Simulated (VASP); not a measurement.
# ZnO (P6_3/mmc) in VASP: a series of runs, part 2 of 2

VASP 6.6.1. Earlier steps stand in the parts before.

## 4. Single point, PBE, spin-orbit coupling, no magnetisation

Input file INCAR:

```
SYSTEM = ZnO
  PREC = Accurate
  ENCUT = 400
  EDIFF = 1E-7
  ISMEAR = 0
  SIGMA = 0.02
  LREAL = .False.
  LASPH = .True.
  NELM = 100
  ALGO = Normal
  ISIF = 2
  LWAVE = .False.
  LCHARG = .False.
  MAGMOM = 0 0 0 0 0 0 0 0 0 0 0 0
  LORBIT = 11
  LSORBIT = .True.
  GGA_COMPAT = .False.
  GGA = PE
  NBANDS = 52
```

Input file KPOINTS:

```
Automatic mesh
0
Gamma
  5 5 2
  0 0 0
```

Input file POSCAR:

```
ZnO
1.0
    3.2879671587      0.0000000000      0.0000000000
   -1.6439835793      2.8474630862      0.0000000000
    0.0000000000      0.0000000000      7.1304413500
Zn O
2 2
Direct
    0.0000000000      0.0000000000      0.2500000000
    0.0000000000      0.0000000000      0.7500000000
    0.6666666667      0.3333333333      0.7500000000
    0.3333333333      0.6666666667      0.2500000000
```

Potentials or basis: VASP PAW PBE potentials, release 64 (Zn, O).

Run with:

```
> cat potpaw_PBE.64/Zn/POTCAR potpaw_PBE.64/O/POTCAR > POTCAR
> mpirun -np 1 vasp_ncl > vasp.out
```

OUTCAR:

```text
SYSTEM = ZnO
   PREC = Accurate
   ENCUT = 400
   EDIFF = 1E-7
   ISMEAR = 0
   LREAL = .False.
   LASPH = .True.
   NELM = 100
   ISIF = 2
   LORBIT = 11
   LSORBIT = .True.
   GGA = PE

 Found     10 irreducible k-points:

 Following reciprocal coordinates:
            Coordinates               Weight
  0.000000  0.000000  0.000000      1.000000
  0.200000 -0.000000  0.000000      6.000000
  0.400000 -0.000000  0.000000      6.000000
  0.200000  0.200000  0.000000      6.000000
  0.400000  0.200000  0.000000      6.000000
  0.000000  0.000000  0.500000      1.000000
   k-points           NKPTS =     10   k-points in BZ     NKDIM =     10   number of bands    NBANDS=     52
   number of dos      NEDOS =    301   number of ions     NIONS =      4
   total plane-waves  NPLWV =  27648
   dimension x,y,z NGX =    24 NGY =   24 NGZ =   48
   dimension x,y,z NGXF=    48 NGYF=   48 NGZF=   96
   ions per type =               2   2
   NGX,Y,Z   is equivalent  to a cutoff of  12.13, 12.13, 11.19 a.u.
   NGXF,Y,Z  is equivalent  to a cutoff of  24.27, 24.27, 22.38 a.u.
 SYSTEM =  ZnO
   PREC   = accura    normal or accurate (medium, high low for compatibility)
   ISTART =      0    job   : 0-new  1-cont  2-samecut
   ICHARG =      2    charge: 1-file 2-atom 10-const
   ISPIN  =      1    spin polarized calculation?
   LNONCOLLINEAR =      T non collinear calculations
   LSORBIT =      T    spin-orbit coupling
   LASPH  =      T    aspherical Exc in radial PAW
   ENCUT  =  400.0 eV  29.40 Ry    5.42 a.u.   5.36  5.36 11.63*2*pi/ulx,y,z
   NELM   =    100;   NELMIN=  2; NELMDL= -5     # of ELM steps
   EDIFF  = 0.1E-06   stopping-criterion for ELM
   LREAL  =      F    real-space projection
   EDIFFG = 0.1E-05   stopping-criterion for IOM
   NSW    =      0    number of steps for IOM
   IBRION =     -1    ionic relax: 0-MD 1-quasi-New 2-CG
   NFREE  =      0    steps in history (QN), initial steepest desc. (CG)
   ISIF   =      2    stress and relaxation
   ISYM   =      2    0-nonsym 1-usesym 2-fastsym
   POTIM  = 0.5000    time-step for ionic-motion
   TEBEG  =    0.0;   TEEND  =   0.0 temperature during run
   PSTRESS=    0.0 pullay stress
[... 382 lines left out ...]
      1.64398      0.94915      5.34783         0.000000     -0.000000     -0.000000
     -0.00000      1.89831      1.78261        -0.000000      0.000000      0.000000
 -----------------------------------------------------------------------------------
    total drift:                               -0.000000      0.000000      0.000000

  FREE ENERGIE OF THE ION-ELECTRON SYSTEM (eV)
  ---------------------------------------------------
  free  energy   TOTEN  =       -16.9959570887 eV

  energy  without entropy=      -16.9959570887  energy(sigma->0) =      -16.99595709

 Spin-Orbit-Coupling matrix elements

 Ion:    1  E_soc:     -0.0079732
 l=   1
     0.0000000    -0.0003267    -0.0004359
    -0.0003267     0.0000000    -0.0003267
    -0.0004359    -0.0003267     0.0000000
 l=   2
     0.0000000    -0.0001792     0.0000000    -0.0001792    -0.0007415
    -0.0001792     0.0000000    -0.0006317    -0.0001754    -0.0001792
     0.0000000    -0.0006317     0.0000000    -0.0006317     0.0000000
    -0.0001792    -0.0001754    -0.0006317     0.0000000    -0.0001792
    -0.0007415    -0.0001792     0.0000000    -0.0001792     0.0000000
 l=   3
     0.0000000     0.0000000     0.0000000     0.0000000     0.0000000     0.0000000     0.0000000
     0.0000000     0.0000000     0.0000000     0.0000000     0.0000000     0.0000000     0.0000000
     0.0000000     0.0000000     0.0000000     0.0000000     0.0000000     0.0000000     0.0000000
     0.0000000     0.0000000     0.0000000     0.0000000     0.0000000     0.0000000     0.0000000
[... 49 lines left out ...]
 l=   2
     0.0000000     0.0000000     0.0000000     0.0000000     0.0000000
     0.0000000     0.0000000     0.0000000     0.0000000     0.0000000
     0.0000000     0.0000000     0.0000000     0.0000000     0.0000000
     0.0000000     0.0000000     0.0000000     0.0000000     0.0000000
     0.0000000     0.0000000     0.0000000     0.0000000     0.0000000
 l=   3
     0.0000000     0.0000000     0.0000000     0.0000000     0.0000000     0.0000000     0.0000000
     0.0000000     0.0000000     0.0000000     0.0000000     0.0000000     0.0000000     0.0000000
     0.0000000     0.0000000     0.0000000     0.0000000     0.0000000     0.0000000     0.0000000
     0.0000000     0.0000000     0.0000000     0.0000000     0.0000000     0.0000000     0.0000000
     0.0000000     0.0000000     0.0000000     0.0000000     0.0000000     0.0000000     0.0000000
     0.0000000     0.0000000     0.0000000     0.0000000     0.0000000     0.0000000     0.0000000
     0.0000000     0.0000000     0.0000000     0.0000000     0.0000000     0.0000000     0.0000000

 total charge

# of ion       s       p       d       tot
------------------------------------------
    1        0.496   0.476   9.874  10.846
    2        0.496   0.476   9.874  10.846
    3        1.569   3.462   0.000   5.031
    4        1.569   3.462   0.000   5.031
--------------------------------------------------
tot          4.131   7.876  19.748  31.755

 magnetization (x)

# of ion       s       p       d       tot
------------------------------------------
    1        0.000  -0.000  -0.000  -0.000
    2        0.000   0.000  -0.000  -0.000
    3        0.000   0.000   0.000   0.000
    4        0.000   0.000   0.000   0.000
--------------------------------------------------
tot          0.000   0.000  -0.000  -0.000

 magnetization (y)

# of ion       s       p       d       tot
------------------------------------------
    1        0.000   0.000   0.000   0.000
    2       -0.000  -0.000  -0.000  -0.000
    3        0.000   0.000   0.000   0.000
    4        0.000   0.000   0.000   0.000
--------------------------------------------------
tot         -0.000  -0.000   0.000  -0.000

 magnetization (z)

# of ion       s       p       d       tot
------------------------------------------
    1        0.000   0.000   0.000   0.000
    2        0.000   0.000   0.000   0.000
    3        0.000   0.000   0.000   0.000
    4        0.000   0.000   0.000   0.000
--------------------------------------------------
tot          0.000   0.000   0.000   0.000
```

OSZICAR:

```text
N       E                     dE             d eps       ncg     rms          rms(c)
DAV:   1     0.329932258300E+03    0.32993E+03   -0.14258E+04  1040   0.152E+03
DAV:   2     0.339847903228E+02   -0.29595E+03   -0.27089E+03  1104   0.395E+02
DAV:   3    -0.187792232894E+02   -0.52764E+02   -0.51608E+02  1176   0.163E+02
DAV:   4    -0.210054377651E+02   -0.22262E+01   -0.22164E+01  1160   0.370E+01
DAV:   5    -0.210207016869E+02   -0.15264E-01   -0.15261E-01  1144   0.316E+00    0.157E+01
DAV:   6    -0.167842492136E+02    0.42365E+01   -0.86241E+00  1612   0.720E+01    0.891E+00
DAV:   7    -0.170613602983E+02   -0.27711E+00   -0.38916E+00  1100   0.172E+01    0.559E+00
DAV:   8    -0.170981262484E+02   -0.36766E-01   -0.10368E+00  1388   0.933E+00    0.228E+00
DAV:   9    -0.169891478793E+02    0.10898E+00   -0.29055E-01  1360   0.913E+00    0.394E-01
DAV:  10    -0.169950851877E+02   -0.59373E-02   -0.66536E-02  1076   0.203E+00    0.136E-01
DAV:  11    -0.169957403937E+02   -0.65521E-03   -0.10296E-03  1172   0.382E-01    0.117E-01
DAV:  12    -0.169959330963E+02   -0.19270E-03   -0.37058E-04  1188   0.218E-01    0.211E-02
DAV:  13    -0.169959533149E+02   -0.20219E-04   -0.48035E-05  1116   0.677E-02    0.143E-02
DAV:  14    -0.169959590892E+02   -0.57744E-05   -0.11663E-05  1084   0.706E-02    0.136E-02
DAV:  15    -0.169959570822E+02    0.20070E-05   -0.62348E-06  1356   0.433E-02    0.158E-03
DAV:  16    -0.169959571587E+02   -0.76452E-07   -0.20052E-06  1116   0.112E-02    0.942E-04
DAV:  17    -0.169959570887E+02    0.70000E-07   -0.12534E-07   896   0.603E-03
   1 F= -.16995957E+02 E0= -.16995957E+02  d E =-.543726E-30  mag=    -0.0000     0.0000    -0.0000
```

stdout:

```text
POSCAR found type information on POSCAR ZnO
 POSCAR found :  2 types and       4 ions
 scaLAPACK will be used
 LDA part: xc-table for (Slater+PW92), standard interpolation
 POSCAR, INCAR and KPOINTS ok, starting setup
 FFT: planning ... GRIDC
 FFT: planning ... GRID_SOFT
 FFT: planning ... GRID
 WAVECAR not read
 entering main loop
```

Run time: 2.3 min. Hardware: 1 thread of AMD EPYC, shared host; peak memory 0.25 GiB.

These settings aren't checked as converged: the numbers below hold their error.

What came out:

```yaml
Free_energy: -16.9960 eV
Valence_electrons_inside_the_program's_atomic_spheres: Zn 10.85; O 5.03
```

Caveat: the k mesh is coarse (spacing up to 0.44 Å⁻¹), so the values aren't converged.
